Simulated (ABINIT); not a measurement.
A run of ABINIT 10.8.3 (patched build):

run.py

```python
import json, os
import numpy as np
from ase.eos import EquationOfState
from ase.units import GPa
from ase.calculators.mixing import SumCalculator
from dftd3.ase import DFTD3
from ase.calculators.abinit import Abinit, AbinitProfile
from ase import Atoms

atoms = Atoms(['Ga', 'P'],
              cell=[[0.0, 2.72525, 2.72525], [2.72525, 0.0, 2.72525], [2.72525, 2.72525, 0.0]],
              scaled_positions=[[0.0, 0.0, 0.0], [0.75, 0.75, 0.75]],
              pbc=True)

profile = AbinitProfile(command='abinit', pp_paths=[os.path.abspath('pseudos')])
params = dict(
    pps='pawxml', xc='PBE',
    ecut=544.2277,
    pawecutdg=1088.4554,
    pawxcdev=0,
    kptopt=1,
    ngkpt=[8, 8, 8],
    nshiftk=1,
    shiftk=[0.0, 0.0, 0.0],
    ixc=11,
    nband=13,
    occopt=3,
    tsmear=0.05,
    nstep=100,
    tolvrs=1e-09,
    prtwf=0,
    prtden=0,
)

cell0 = atoms.cell.copy()
volumes, energies = [], []
for i, x in enumerate([0.94, 0.96, 0.98, 1.0, 1.02, 1.04, 1.06]):
    atoms.set_cell(cell0 * x ** (1 / 3), scale_atoms=True)
    atoms.calc = SumCalculator([Abinit(profile=profile, directory=f'v{i}', **params), DFTD3(method='pbe', damping='d3zero')])
    volumes.append(atoms.get_volume() / len(atoms))
    dft, disp = atoms.calc.mixer.calcs
    energies.append((dft.get_property('free_energy', atoms) + disp.get_property('energy', atoms)) / len(atoms))
    print(f'{x:5.2f} {volumes[-1]:10.5f} A^3/atom {energies[-1]:14.6f} eV/atom', flush=True)
    json.dump(dict(volumes=volumes, energies=energies), open('results.json', 'w'))
v0, e0, b0 = EquationOfState(volumes, energies, eos='birchmurnaghan').fit()
print(f'V0 {v0:.4f} A^3/atom  E0 {e0:.6f} eV/atom  B0 {b0 / GPa:.2f} GPa')
```

Potentials or basis: JTH PAW PBE v2.0.

Launch:

```sh
$ python run.py
```

Hardware: 1 thread of Arm Neoverse V1, on a shared host.

Problem. Estimate the wall time of this run.

Solution. Wall time 100 s on 1 thread of Arm Neoverse V1, on a shared host, peak memory 0.11 GiB. Counts: scf iterations 74, mpi ranks 1.
